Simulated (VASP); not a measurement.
Runs of VASP 6.6.1 on Ge4H. The cell holds a slab with vacuum, 10 atoms: a = 4.001 Å, b = 4.001 Å, c = 25.737 Å, α = 90.00°, β = 90.00°, γ = 120.00°. The cell was built by a generator and needn't be a form met in nature.

| task | level | potentials or basis | cell | cutoff (eV) | gap on the mesh (eV) | largest force (eV/Å) |
| --- | --- | --- | --- | --- | --- | --- |
| relaxation of the atoms | RPBE | VASP PAW PBE potentials, release 64 (Ge_d, H) | atoms relaxed | 520 | 0.62 | - |
| relaxation of the atoms | PBE+D3(BJ) | VASP PAW PBE potentials, release 64 (Ge_d, H) | atoms relaxed | 520 | (b) | 0.02 |
| relaxation of the atoms | PBEsol | VASP PAW PBE potentials, release 64 (Ge_d, H) | atoms relaxed | 520 | 0.37 | 0.01 |
| relaxation of the atoms | LDA | VASP PAW LDA potentials, release 64 (Ge_d, H) | atoms relaxed | 520 | (a) | 0.02 |
| relaxation of the atoms | PBE | VASP PAW PBE potentials, release 64 (Ge_d, H) | atoms relaxed | 520 | 0.50 | - |

Alike in all rows: no spin polarisation; k mesh 6 × 6 × 1; smearing fermi-dirac 0.05 eV.

Question: Estimate the missing entries.

Answer: (a) 0.27; (b) 0.45.

Caveats: the PAW data sets were made with another functional, which shifts forces and pressure a little (some runs).

A k mesh can miss the band edges, and the runs leave out spin-orbit coupling on Ge.
